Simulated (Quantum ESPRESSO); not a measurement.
Runs of Quantum ESPRESSO 7.5 on HfC. Symmetry: P6_3/mmc, No. 194, hexagonal system. The conventional cell has a = 3.343 Å, b = 3.343 Å, c = 5.203 Å, α = 90.00°, β = 90.00°, γ = 120.00°. Around Hf (site symmetry -6m2) lie 6 C at 2.33 Å. Around C (site symmetry -3m) lie 6 Hf at 2.33 Å and 2 C at 2.60 Å. The cell comes from a database or a generator and needn't be the stable form of this composition.

```tsv
task	level	potentials or basis	cell	k mesh	cutoff (eV)	symmetry	SCF threshold	form of the LDA correlation	gap on the mesh (eV)	pressure (GPa)
band structure	r2SCAN	SG15 PBE 1.2	as given	7 × 7 × 4	1197	off	1e-08 Ry	-	none	-11.0
single point	PBEsol	GBRV 1.5 PBEsol	atoms moved at random, drawn with an rms of 0.05 Å	9 × 9 × 5	612	-	8e-10 Ry	-	none	-7.1
single point	PBEsol	GBRV 1.5 PBEsol	as given	9 × 9 × 5	612	-	8e-10 Ry	-	none	-7.2
band structure	LDA	GBRV 1.5 LDA	as given	9 × 9 × 5	612	-	8e-10 Ry	PZ81	none	(a)
band structure	PBEsol	GBRV 1.5 PBEsol	as given	9 × 9 × 5	612	-	8e-10 Ry	-	none	-7.2
```

Alike in all rows: no spin polarisation; smearing fermi-dirac 0.05 eV.

Question: Estimate the missing entries.

Answer: (a) -12.3.

Caveats: spin-orbit coupling is left out, which moves the levels of the heavy elements (some runs); some levels on the path didn't converge (some runs); the potentials were made for another functional, which shifts forces and pressure (some runs).

A k mesh can miss the band edges, and the runs leave out spin-orbit coupling on Hf.

A gap of «none» marks a metal or a gap under the smearing width.

The runs don't all hold the same shells in valence.
